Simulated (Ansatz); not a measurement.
Runs of Ansatz 0.2.0 on Ta2N. It takes space group P-3m1 (No. 164, trigonal). The conventional cell has a = 3.113 Å, b = 3.113 Å, c = 4.870 Å, α = 90.00°, β = 90.00°, γ = 120.00°. Ta (site symmetry 3m) is surrounded by 3 N at 2.18 Å. Around N (site symmetry -3m) lie 6 Ta at 2.18 Å. The cell comes from a database or a generator and needn't be the stable form of this composition.

| task | level | cutoff (eV) | points for each segment of the path | gap on the mesh (eV) | pressure (GPa) | largest force (eV/Å) |
| --- | --- | --- | --- | --- | --- | --- |
| single point | r2SCAN0 | 500 | - | none | -9.4 | 0.57 |
| band structure | HSE03 | 420 | 4 | none | -6.8 | 0.79 |
| band structure | HSEsol | 420 | 4 | none | -12.4 | (b) |
| single point | PBEsol0 | 420 | - | none | (a) | 0.98 |
| single point | r2SCAN50 | 500 | - | none | -13.6 | 0.71 |

Alike in all rows: potentials or basis Ansatz PAW; no spin polarisation; cell as given; k mesh 5 × 5 × 3; smearing fermi-dirac 0.05 eV; the mesh is coarse, so values aren't converged.

Task: Estimate the missing entries.

Result: (a) -12.8; (b) 0.97.

Caveats: all runs use coarse meshes; the PAW data sets come from PBE, with cores solved anew for the run's functional, which leaves a small shift of forces and pressure; the thresholds are loose for stress; spin-orbit coupling is left out, which moves the levels of the heavy elements (some runs).

A k mesh can miss the band edges, and the runs leave out spin-orbit coupling on Ta.

A gap of «none» marks a metal or a gap under the smearing width.
